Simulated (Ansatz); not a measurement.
**Calculated with Ansatz: BaTiO₃, single run**

Launch command:

```bash
ansatz run input.yaml --threads 1 --pin off --max-ram 2560MiB --backend cpu --events-out ev --progress --plain --runs-dir out
```

Input:

```yaml
crystal:
  lattice:
    - [4.0566109, 0.0, 0.0]
    - [0.01132803, 4.05659064, 0.0]
    - [0.02265606, 0.02259527, 8.11316101]
  atoms:
    - { symbol: Ba, position: [0.0, 0.0, 0.0] }
    - { symbol: Ba, position: [0.0, 0.0, 0.5] }
    - { symbol: Ti, position: [0.488, 0.488, 0.244] }
    - { symbol: Ti, position: [0.488, 0.488, 0.744] }
    - { symbol: O, position: [0.5116, 0.5116, 0.00975] }
    - { symbol: O, position: [0.5116, 0.5116, 0.50975] }
    - { symbol: O, position: [0.0195, 0.5116, 0.2558] }
    - { symbol: O, position: [0.0195, 0.5116, 0.7558] }
    - { symbol: O, position: [0.5116, 0.0195, 0.2558] }
    - { symbol: O, position: [0.5116, 0.0195, 0.7558] }
  symmetry: { tolerance: 0.0003 }
kpoints:
  mp_grid: { grid: [5, 5, 3], shift: [0, 0, 0] }
magnetization:
  spin_polarized: false
scf:
  occupations: { method: fermi_dirac }
hamiltonian:
  pseudopotentials: { kind: paw }
  xc: r2scan
basis:
  ecutwfc: "36.7 Ry"
output:
  forces: true
  stress: true
  eigenvalues: true
```

Origin of the cell: a database entry, scaled a little.

The smearing width isn't typed, so it takes its default of 0.1 eV.

Output (shortened):

```
Warning: crystal.lattice misses the space group found at crystal.symmetry.tolerance 3.0e-4 in a digit that the deck types, which is why this is a warning: making the lattice exact moves one o […]
Warning: basis.ecutwfc = 499.328938 eV is below the records' recommended 500 eV, and the density's cutoff is lower with it unless basis.ecutrho_ratio is high enough to keep the records' densi […]
Pseudopotentials: kind: paw
Pseudopotential: Ba, paw, valence charge 10, recommended cutoff 500 eV (meta_gga), Ba.paw.azcp
Pseudopotential: Ti, paw, valence charge 12, recommended cutoff 500 eV (meta_gga), Ti.paw.azcp
Pseudopotential: O, paw, valence charge 6, recommended cutoff 500 eV (meta_gga), O.paw.azcp
Functional definition: r2SCAN
  exchange = r2scan_x(k0 = k0, k1 = k1, a1 = a1)
  correlation = r2scan_c
Crystal: 10 atoms, lattice volume = 133.510 Å³
Basis set: ecut = 499.328938 eV, 3429 PW (Γ), exchange–correlation on 120×120×240 points (64 copies of the dense FFT grid, shifted against one another)
[… 13 lines left out …]
Initial density: superposition of atomic densities (neutral atoms: chi_scale 0, normalization atom), corrected by the library's trained network
Functional: x = r2scan, c = r2scan; τ floored in thin density (d = 2e-4 eV/Å³)
SCF iter   1: F=—  HF=-20367.437938 eV  Δρ=2.11e-2  dr2=7.60e-1  dr2_τ=4.62e-1
SCF iter   2: F=—  HF=-20367.627100 eV  Δρ=1.17e-2  dr2=1.20e-1  dr2_τ=4.39e-2  defer=43
SCF iter   3: F=—  HF=-20367.610531 eV  Δρ=3.58e-3  dr2=1.20e-2  dr2_τ=8.59e-4  defer=43
SCF iter   4: F=—  HF=-20367.608881 eV  Δρ=1.54e-3  dr2=2.32e-3  dr2_τ=3.47e-4  defer=43
SCF iter   5: F=—  HF=-20367.608567 eV  Δρ=3.28e-4  dr2=1.12e-4  dr2_τ=8.81e-6  defer=43
SCF iter   6: F=—  HF=-20367.608577 eV  Δρ=8.32e-5  dr2=1.10e-5  dr2_τ=6.87e-7  defer=43
SCF iter   7: F=—  HF=-20367.608567 eV  Δρ=2.80e-5  dr2=8.59e-7  dr2_τ=1.10e-7  defer=43
SCF iter   8: F=—  HF=-20367.608567 eV  Δρ=9.40e-6  dr2=1.35e-7  dr2_τ=1.26e-8
SCF iter   9: F=-20367.608567 eV  HF=-20367.608567 eV  Δρ=1.90e-6  dr2=5.01e-9  dr2_τ=1.86e-10
SCF 1 converged in 9 iterations: F = -20367.608567 eV  dr2 = 5.01e-9
SCF converged after 9 iterations
Free energy (F): -20367.608567 eV
Harris-Foulkes:  -20367.608567 eV  (|F-HF|=3.13e-9)
Internal energy: -20367.608565 eV  (E = F + TS)
E sigma→0 (E₀):  -20367.608566 eV
Entropy (-TS):   -0.000002 eV (-0.000 meV/atom)
Fermi energy:    10.723155 eV
--- Per-component energies (eV) ---
  E_band       = -392.176595
  E_kinetic    = 1941.298429
  E_local      = -4323.209791  (includes V_loc(G=0)·N_el)
  E_nonlocal   = 398.970889
  E_hartree    = 1682.170699
  E_xc         = -948.725708
  E_vxc        = -1206.147917  (∫ρ·V_xc dr)
  E_paw        = -13569.408983  (= ΣΔE_a)
  E_vpaw       = -641.208701  (= ΣTr[D̂ρ^β])
  E_aug_tail   = 0.006304  (compensation charges beyond the density's cutoff)
  E_vtau       = 73.773720  (kinetic-family band-sum trace: ∫τ·v_τ [+ j·A + Jᵃ·Aᵃ] dr)
  E_ewald      = -5548.152676
  E_core_change = -0.557728  (= ΣΔE_core)
  E_smearing   = -0.000002  (= −TS)
  Σ components = -20367.608567   (vs F -20367.608567, Δ=0.00e0)
--- Forces (eV/Å), atoms counted from 1 ---
  atom   1  Ba    -0.013456    -0.013418    -0.013527
  atom   2  Ba    -0.013456    -0.013418    -0.013527
  atom   3  Ti    -0.237883    -0.237220    -0.239927
  atom   4  Ti    -0.237883    -0.237220    -0.239927
  atom   5  O     -0.018617    -0.018565     0.287533
  atom   6  O     -0.018617    -0.018565     0.287533
  atom   7  O      0.286419    -0.017202    -0.017008
  atom   8  O      0.286419    -0.017202    -0.017008
  atom   9  O     -0.016402     0.286466    -0.017008
  atom  10  O     -0.016402     0.286466    -0.017008
  max |Σ_I F_I| component: 1.24e-4 eV/Å
--- Stress (GPa, compression-positive) ---
       -4.900113       0.121484       0.121670
        0.121484      -4.900791       0.121331
        0.121670       0.121331      -4.900304
  P = ⅓ Tr σ = -4.9004 GPa (-49.004 kbar)
```

Caveats: the cutoff lies below the datasets' advice.

It ran for 49 s on 1 thread of Arm Neoverse V1 (shared host), peak memory 0.62 GiB, from the program's own first density.
